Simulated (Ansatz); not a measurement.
## Ansatz 0.2.0, relaxation: BeTe

The input file (Ansatz 0.2.0, plane waves):

```yaml
crystal:
  lattice:
    - [0.0, 2.814105, 2.814105]
    - [2.814105, 0.0, 2.814105]
    - [2.814105, 2.814105, 0.0]
  atoms:
    - { symbol: Be, position: [0.0, 0.0, 0.0] }
    - { symbol: Te, position: [0.25, 0.25, 0.25] }
  symmetry: { tolerance: 0.0003 }
kpoints:
  mp_grid: { grid: [8, 8, 8], shift: [0, 0, 0] }
magnetization:
  spin_polarized: false
scf:
  occupations: { method: fermi_dirac }
  lower_state_search: "off"
hamiltonian:
  pseudopotentials: { kind: paw }
  xc: pbe
basis:
  ecutwfc: 420
  fft_grid_basis: typed
relax:
  max_steps: 80
  cell: { p_target: 5.0 }
  f_tol: 0.03
output:
  forces: true
  stress: true
  eigenvalues: true
  bader: true
  populations: true
  elf: true
  write_potential: true
  volumetric_format: npy
  dos:
    e_range: [-12, 8]
    de: 0.05
    projected: { site_lists: { Be: [Be], Te: [Te] } }
  write_density: true
checkpoint:
  read: saved_state
```

Launch command:

```bash
ansatz run input.yaml --threads 2 --pin off --max-ram 3584MiB --backend cpu --events-out ev --progress --plain --runs-dir out
```

Origin of the cell: a database entry, scaled a little.

The smearing width isn't typed, so it takes its default of 0.1 eV.

The saved state is a converged single point of the same cell.

Steps («new basis» is an SCF on plane waves selected anew at the same cell):

```json
{"step": "1", "ΔH (meV/atom)": "0.0", "max force component (eV/Å)": "0.000", "P (GPa)": "1.11", "volume (Å³)": "44.57", "SCF iterations": "4", "step was": "accepted"}
{"step": "2", "ΔH (meV/atom)": "-9.7", "max force component (eV/Å)": "0.000", "P (GPa)": "7.84", "volume (Å³)": "40.64", "SCF iterations": "5", "step was": "accepted"}
{"step": "3", "ΔH (meV/atom)": "-15.8", "max force component (eV/Å)": "0.000", "P (GPa)": "4.79", "volume (Å³)": "42.21", "SCF iterations": "5", "step was": "accepted"}
{"step": "4", "ΔH (meV/atom)": "-15.9", "max force component (eV/Å)": "0.000", "P (GPa)": "4.99", "volume (Å³)": "42.10", "SCF iterations": "3", "step was": "accepted"}
{"step": "5", "ΔH (meV/atom)": "-15.7", "max force component (eV/Å)": "0.000", "P (GPa)": "4.99", "volume (Å³)": "42.10", "SCF iterations": "5", "step was": "new basis"}
```

The starting structure.

Space group F-43m (No. 216); the run's cell has a = 3.980 Å, b = 3.980 Å, c = 3.980 Å, α = 60.00°, β = 60.00°, γ = 60.00°. Shortest distances: Be–Te 2.44 Å.

After:

Space group F-43m (No. 216); the run's cell has a = 3.905 Å, b = 3.905 Å, c = 3.905 Å, α = 60.00°, β = 60.00°, γ = 60.00°. Shortest distances: Be–Te 2.39 Å.

```yaml
crystal:
  lattice:
    - [0.00000, 2.76119, 2.76119]
    - [2.76119, 0.00000, 2.76119]
    - [2.76119, 2.76119, 0.00000]
  atoms:
    - { symbol: Be, position: [0.00000, 0.00000, 0.00000] }
    - { symbol: Te, position: [0.25000, 0.25000, 0.25000] }
```

```yaml
Enthalpy_lowered_by: 15.7 meV/atom
Volume_change: -5.54 %
Final_pressure: 4.99 GPa
Relaxation_steps_listed: 5
```

Caveats: no spin-orbit coupling, though heavy elements are present; the relaxation held the start's symmetry, so the end may be a saddle point.

Time: 15 s on 2 threads of Intel(R) Xeon(R) Platinum 8488C (Sapphire Rapids), with other jobs on the host, peak memory 0.37 GiB, from a saved density.
